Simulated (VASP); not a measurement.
**TaC: relaxation of cell and atoms with PBE**

TaC:

```
Ta C
1.0
     0.00000    2.22300    2.22300
     2.22300    0.00000    2.22300
     2.22300    2.22300    0.00000
Ta C
1 1
Cartesian
  0.0000 0.0000 0.0000
  2.2230 2.2230 2.2230
```

```yaml
Program: VASP 6.6.1
Task: relaxation of cell and atoms
Functional: PBE
Potentials_or_basis: VASP PAW PBE potentials, release 64 (Ta_pv, C)
Cutoff: 520 eV
k_mesh: 6 × 6 × 6
Occupations: gaussian, width 0.1 eV
Spin: no spin polarisation
Further_INCAR_settings: ALGO = Normal; EDIFF = 1e-07; IBRION = 2; EDIFFG = -0.002; NSW = 80; ISIF = 3
```

| Quantity | Value |
| --- | --- |
| Relaxed volume | 11.22 Å³/atom |
| Relaxed cell | a = 3.166 Å, b = 3.166 Å, c = 3.166 Å, α = 60.00°, β = 60.00°, γ = 60.00° |
| Space group after relaxing (to 0.05 Å) | Fm-3m (No. 225) |
| Energy gained by relaxing | 5.3 meV/atom |
| Ionic steps | 4 |
| Pressure after relaxing | 0.0 GPa |
| Band gap on the k mesh | none (metal or under the smearing width) |

Step by step:
```
step  energy change (eV)  largest force (eV/Å)  pressure (GPa)  volume (Å³)
   1              0.0000                0.0000            7.26        21.97
   2              0.0436                0.0000          -14.50        23.59
   3             -0.0106                0.0000           -0.11        22.46
   4             -0.0106                0.0000            0.02        22.45
```

Final structure:
```
CELL_PARAMETERS angstrom
0.00000 2.23891 2.23891
2.23891 0.00000 2.23891
2.23891 2.23891 0.00000
ATOMIC_POSITIONS crystal
Ta 0.00000 0.00000 0.00000
C 0.50000 0.50000 0.50000
```

Levels at points of the mesh, in eV from the Fermi level:
| k point | band 6 | band 7 | band 8 | band 9 | band 10 | band 11 |
| --- | --- | --- | --- | --- | --- | --- |
| (0.00, 0.00, 0.00) | -1.23 | -1.23 | -0.45 | -0.45 | -0.45 | 0.72 |
| (0.50, 0.00, 0.00) | -5.35 | -5.35 | 2.74 | 2.74 | 3.69 | 5.40 |
| (0.50, 0.50, 0.00) | -4.39 | -1.73 | -1.73 | 2.63 | 4.09 | 4.09 |

It took 7.7 s on 1 thread of Intel(R) Xeon(R) 6975P-C (Granite Rapids) (shared host), peak memory 0.14 GiB.

Caveat: the k mesh is coarse (spacing up to 0.41 Å⁻¹), so the values aren't converged. Zero-point motion and thermal expansion aren't in these numbers.
